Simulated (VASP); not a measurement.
Mg3Sb2:

```
CELL_PARAMETERS angstrom
4.58200 0.00000 0.00000
-2.29100 3.96813 0.00000
0.00000 0.00000 7.24400
ATOMIC_POSITIONS crystal
Mg 0.33333 0.66667 0.63000
Mg 0.66667 0.33333 0.37000
Mg 0.00000 0.00000 0.00000
Sb 0.33333 0.66667 0.23500
Sb 0.66667 0.33333 0.76500
```

- Program: VASP 6.6.1
- Task: relaxation of cell and atoms
- Functional: AM05
- Potentials or basis: VASP PAW PBE potentials, release 64 (Mg, Sb)
- Cutoff: 600 eV
- k mesh: 9 × 9 × 5
- Occupations: gaussian, width 0.03 eV
- Spin: no spin polarisation

At the start: pressure -0.2 GPa; volume 26.34 Å³/atom.

How do energy, volume and symmetry change on relaxing?

Over 8 steps the energy falls by 8.7 meV/atom and the volume is 25.88 Å³/atom (-1.8 %); space group P-3m1 (No. 164, to 0.05 Å).

Step by step:
```
step  energy change (eV)  largest force (eV/Å)  pressure (GPa)  volume (Å³)
   1              0.0000                0.4849           -0.21       131.71
   2             -0.0223                0.3283           -0.17       131.04
   3             -0.0365                0.0586            0.02       129.77
   4             -0.0367                0.0772            0.00       129.89
   5             -0.0423                0.0239           -0.02       129.70
   6             -0.0433                0.0119           -0.04       129.57
   7             -0.0433                0.0102           -0.04       129.58
   8             -0.0433                0.0052            0.03       129.40
```

Final structure:
```xyz
5
Lattice="4.5602 0.0000 0.0000 -2.2801 3.9493 0.0000 0.0000 0.0000 7.1848" Properties=species:S:1:pos:R:3 pbc="T T T"
Mg    0.0000    2.6329    4.5455
Mg    2.2801    1.3164    2.6393
Mg    0.0000    0.0000    0.0000
Sb    0.0000    2.6329    1.6068
Sb    2.2801    1.3164    5.5780
```

Caveat: the PAW data sets were made with another functional, which shifts forces and pressure a little.
